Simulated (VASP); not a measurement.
Write the native input for VASP 6.6.1 that does the following.

```
Task                   : electric field gradients
Functional             : PBE
Potentials or basis    : VASP PAW PBE potentials, release 64 (Na_pv, S)
Cutoff                 : 520 eV
k mesh                 : 3 × 3 × 3
Occupations            : gaussian, width 0.01 eV
Spin                   : no spin polarisation
Dipole correction      : no
Further INCAR settings : ALGO = Fast; EDIFF = 1e-08; NBANDS = 52
```

The structure of Na2S lies in POSCAR:

```
Na2S
1.0
    6.5470000000      0.0000000000      0.0000000000
    0.0000000000      6.5470000000      0.0000000000
    0.0000000000      0.0000000000      6.5470000000
Na S
8 4
Direct
    0.2500000000      0.2500000000      0.2500000000
    0.7500000000      0.7500000000      0.2500000000
    0.7500000000      0.2500000000      0.7500000000
    0.2500000000      0.7500000000      0.7500000000
    0.7500000000      0.7500000000      0.7500000000
    0.2500000000      0.2500000000      0.7500000000
    0.2500000000      0.7500000000      0.2500000000
    0.7500000000      0.2500000000      0.2500000000
    0.0000000000      0.0000000000      0.0000000000
    0.5000000000      0.5000000000      0.0000000000
    0.5000000000      0.0000000000      0.5000000000
    0.0000000000      0.5000000000      0.5000000000
```

The cell comes from a database or a generator and needn't be the stable form of this composition.

The input as run:

INCAR

```
  PREC = Accurate
  ENCUT = 520
  EDIFF = 1E-8
  ISMEAR = 0
  SIGMA = 0.01
  LREAL = F
  LASPH = T
  NELM = 60
  ALGO = Fast
  ISIF = 2
  LWAVE = F
  LCHARG = F
  GGA = PE
  LEFG = T
  NBANDS = 52
```

KPOINTS

```
Automatic mesh
0
Gamma
  3 3 3
```

Potentials or basis: VASP PAW PBE potentials, release 64 (Na_pv, S).

Run with:

```bash
$ cat potpaw_PBE.64/Na_pv/POTCAR potpaw_PBE.64/S/POTCAR > POTCAR
$ mpirun -np 1 vasp_std > vasp.out
```

It gave:

```
Pressure               : 0.3 GPa
Band gap on the k mesh : 2.48 eV
```

Wall time 87 s on 1 thread of Intel(R) Xeon(R) Platinum 8488C (Sapphire Rapids), with other jobs on the host, peak memory 0.35 GiB.
